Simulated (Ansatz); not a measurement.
# Au (Fm-3m) in Ansatz: notebook

The runs below take Au through single point, relaxation of cell and atoms, with PBE, LDA, PBEsol.

Program: Ansatz 0.2.0. These are calculated values, not measurements. Logs are shortened: lines on timing, memory, paths and dates and some standing lists are left out, and cuts for length are marked.

## 1. The crystal as given

The structure is cubic, space group Fm-3m (No. 225). The conventional cell has a = 4.070 Å, b = 4.070 Å, c = 4.070 Å, α = 90.00°, β = 90.00°, γ = 90.00°. Around Au (site symmetry m-3m) lie 12 Au at 2.88 Å.

## 2. Single point, PBE

input.yaml reads:

```yaml
crystal:
  lattice:
    - [0.0, 2.035, 2.035]
    - [2.035, 0.0, 2.035]
    - [2.035, 2.035, 0.0]
  atoms:
    - { symbol: Au, position: [0.0, 0.0, 0.0] }
hamiltonian:
  xc: pbe
  pseudopotentials: { kind: paw }
kpoints:
  mp_grid: { grid: [11, 11, 11] }
scf:
  occupations: { method: gaussian, width: 0.011 }
output:
  forces: true
  stress: true
  eigenvalues: true
  write_density: true
  write_potential: true
  elf: true
  volumetric_format: npy
```

Potentials or basis: Ansatz PAW.

Command:

```console
ansatz run input.yaml --threads 2 --pin off --max-ram 5632MiB --backend cpu --events-out ev --progress --plain --runs-dir out
```

The program printed:

```text
Warning: RAYON_NUM_THREADS=2 ignored (pool sized by the plan → 2); use --threads N
Engine: ansatz 0.2.0, x86_64-unknown-linux-gnu
Pseudopotentials: kind: paw
Pseudopotential: Au, paw, valence charge 19, recommended cutoff 420 eV (normal), Au.paw.azcp
Functional definition: PBE
  parameter kappa = 0.804
  parameter beta = 0.06672455060314922
  exchange = pbe_x(kappa = kappa, mu = beta*pi^2/3)
  correlation = pbe_c(beta = beta)
Crystal: 1 atoms, lattice volume = 16.855 Å³
Basis set: ecut = 420 eV, 331 PW (Γ), exchange–correlation on 40×40×40 points (8 copies of the dense FFT grid, shifted against one another)
Bands: 14, of which v1, the nominal top of the filled ones, is band 10 counted from 1 (9 counted from 0)
Symmetry: 48 space group operations
Space group: Fm-3m (ITA 225), of the structure as read, at distance tolerance 2.6e-5 Å
k-points: 56 of 1331
Non-local potential: Au, projectors of the file, l = 0: 3, l = 1: 2, l = 2: 2, l = 3: 1
PAW form: soft (Blöchl's): semilocal exchange-correlation on the pseudo side does not see the compensation charge
PAW one-centre angular grid: Au, 590 points (default); XC on 64 Gauss nodes
Initial density: superposition of atomic densities (neutral atoms: chi_scale 0, normalization atom), corrected by the library's trained network
Initial wavefunctions: pseudopotential atomic-orbital guess
Functional: x = pbe(κ = 0.804, μ = 0.2195149727645171), c = pbe(β = 0.06672455060314922)
SCF iter   1: F=—  HF=-13149.301121 eV  |F-HF|=—  |Δ(HF+E_count)|=         —  Δρ=1.69e-3  dr2=1.47e-4  ethr=1.77e-3  ⟨swp⟩=4.8  Hψ=4097  notcnv=0
preconditioner: auto → none  [insulator: Δε(μ)=0.246 eV  Ē_g=16.169 eV  σ=0.011 eV  W_gap=0.98  n_scr=8 (ndim 8)  ℏωp=30.0 eV  f_vac=0.000  D(μ)=0.23/eV (n_scr^D=0)  ε∞_Penn≈4.4]
SCF iter   2: F=—  HF=-13149.301511 eV  |F-HF|=—  |Δ(HF+E_count)|=   3.90e-4  Δρ=8.63e-4  dr2=3.18e-5  ethr=7.75e-7  ⟨swp⟩=2.8  Hψ=1916  notcnv=0  defer=20
SCF iter   3: F=—  HF=-13149.301592 eV  |F-HF|=—  |Δ(HF+E_count)|=   8.14e-5  Δρ=2.51e-4  dr2=7.84e-6  ethr=1.67e-7  ⟨swp⟩=2.0  Hψ=1157  notcnv=0  defer=20
iter 4 did not close the SCF: its close was put off for the readings that it lacked (scf_convergence_deferred on its scf_iter line)
SCF iter   4: F=-13149.301593 eV  HF=-13149.301593 eV  |F-HF|=6.07e-8  |Δ(HF+E_count)|=   3.97e-7  Δρ=2.58e-5  dr2=2.39e-8  ethr=4.12e-8  ⟨swp⟩=2.1  Hψ=1067  notcnv=0  defer=20
iter 5 did not close the SCF: its close was put off for the readings that it lacked (scf_convergence_deferred on its scf_iter line)
SCF iter   5: F=-13149.301593 eV  HF=-13149.301593 eV  |F-HF|=1.12e-9  |Δ(HF+E_count)|=   6.17e-8  Δρ=3.66e-6  dr2=6.36e-10  ethr=1.26e-10  ⟨swp⟩=2.0  Hψ=1287  notcnv=0  defer=20
SCF iter   6: F=-13149.301593 eV  HF=-13149.301593 eV  |F-HF|=5.46e-12  |Δ(HF+E_count)|=   1.23e-9  Δρ=8.96e-7  dr2=5.14e-11  ethr=3.35e-12  ⟨swp⟩=5.1  Hψ=3699  notcnv=0
SCF 1 converged in 6 iterations: F = -13149.301593 eV  dr2 = 5.14e-11
SCF converged after 6 iterations
Free energy (F): -13149.301593 eV
Harris-Foulkes:  -13149.301593 eV  (|F-HF|=5.46e-12)
Internal energy: -13149.301579 eV  (E = F + TS)
E sigma→0 (E₀):  -13149.301586 eV
Entropy (-TS):   -0.000014 eV (-0.014 meV/atom)
Fermi energy:    21.065792 eV
--- Per-component energies (eV) ---
  E_band       = -201.675342
  E_kinetic    = 605.480179
  E_local      = -1687.825310  (includes V_loc(G=0)·N_el)
  E_nonlocal   = 74.218178
  E_hartree    = 721.839870
  E_xc         = -228.363766
  E_vxc        = -275.732342  (∫ρ·V_xc dr)
  E_paw        = -9706.720994  (= ΣΔE_a)
  E_vpaw       = -361.497550  (= ΣTr[D̂ρ^β])
  E_aug_tail   = 0.001496  (compensation charges beyond the density's cutoff)
  E_ewald      = -2927.931232
  E_smearing   = -0.000014  (= −TS)
  E_closure    = 0.000000  (closes the sum)
  Σ components = -13149.301593   (vs F -13149.301593, Δ=0.00e0)
--- Forces (eV/Å), atoms counted from 1 ---
  atom   1  Au     0.00000000     0.00000000    -0.00000000
  max |Σ_I F_I| component: 1.75e-32 eV/Å
--- Stress (GPa, compression-positive) ---
       10.839572       0.000000      -0.000000
        0.000000      10.839572      -0.000000
       -0.000000      -0.000000      10.839572
  P = ⅓ Tr σ = 10.8396 GPa (108.396 kbar)
--- Band table (eV; the first three rows and the last of 56) ---
  k-point 0: bands = ["-84.5312", "-35.8796", "-35.8796", "-35.8796", "10.9676", "16.2026", "16.2026", "16.2026", "17.7516", "17.7516", "35.4096", "39.4680", "39.4680", "39.4680"]
  k-point 1: bands = ["-84.5302", "-35.8980", "-35.8824", "-35.8824", "11.2573", "16.1109", "16.2996", "16.2996", "17.7105", "17.7105", "35.7338", "37.8638", "39.8146", "39.8146"]
  k-point 2: bands = ["-84.5275", "-35.9472", "-35.8898", "-35.8898", "12.0513", "15.9616", "16.4745", "16.4745", "17.7142", "17.7142", "34.7180", "36.5716", "40.6682", "40.6682"]
  k-point 55: bands = ["-84.5146", "-36.0401", "-36.0277", "-35.9642", "14.8941", "15.4327", "16.0206", "17.6399", "19.2101", "25.2325", "26.9175", "27.9094", "31.0949", "42.1498"]
```

Wall time 0.48 s (2 threads of Intel Xeon Platinum 8488C (Sapphire Rapids), shared host); peak memory 0.33 GiB.

Results:

```yaml
Free_energy: -13149.3016 eV
Pressure: 10.8 GPa
Band_gap_on_the_k_mesh: none (metal or under the smearing width)
```

(Part 1 of 2 ends here.)
